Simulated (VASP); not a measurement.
Crystal: ZnS.

```
CELL_PARAMETERS angstrom
3.81100 0.00000 0.00000
-1.90550 3.30042 0.00000
0.00000 0.00000 6.23400
ATOMIC_POSITIONS crystal
Zn 0.33333 0.66667 0.00000
Zn 0.66667 0.33333 0.50000
S 0.33333 0.66667 0.38500
S 0.66667 0.33333 0.88500
```

- Program: VASP 6.6.1
- Task: relaxation of cell and atoms
- Functional: PBEsol
- Potentials or basis: VASP PAW PBE potentials, release 64 (Zn, S)
- Cutoff: 600 eV
- k mesh: 9 × 9 × 5
- Occupations: gaussian, width 0.03 eV
- Spin: no spin polarisation

At the start: pressure -1.1 GPa; volume 19.60 Å³/atom.

Problem. How do energy, volume and symmetry change on relaxing?

Solution. Over 8 steps the energy falls by 6.5 meV/atom and the volume is 19.28 Å³/atom (-1.7 %); space group P6_3mc (No. 186, to 0.05 Å).

The path:
```csv
step,energy change (eV),largest force (eV/Å),pressure (GPa),volume (Å³)
1,0.0000,0.3085,-1.10,78.41
2,-0.0199,0.1198,0.24,76.89
3,-0.0200,0.0998,0.34,76.76
4,-0.0232,0.0458,0.04,77.05
5,-0.0244,0.0013,-0.20,77.29
6,-0.0245,0.0168,-0.32,77.39
7,-0.0258,0.0015,0.08,77.06
8,-0.0259,0.0006,-0.06,77.10
```

Final structure:
```yaml
crystal:
  lattice:
    - [3.78556, 0.00000, 0.00000]
    - [-1.89278, 3.27839, 0.00000]
    - [0.00000, 0.00000, 6.21250]
  atoms:
    - { symbol: Zn, position: [0.33333, 0.66667, 0.00541] }
    - { symbol: Zn, position: [0.66667, 0.33333, 0.50541] }
    - { symbol: S, position: [0.33333, 0.66667, 0.37959] }
    - { symbol: S, position: [0.66667, 0.33333, 0.87959] }
```

Caveat: the PAW data sets were made with another functional, which shifts forces and pressure a little.
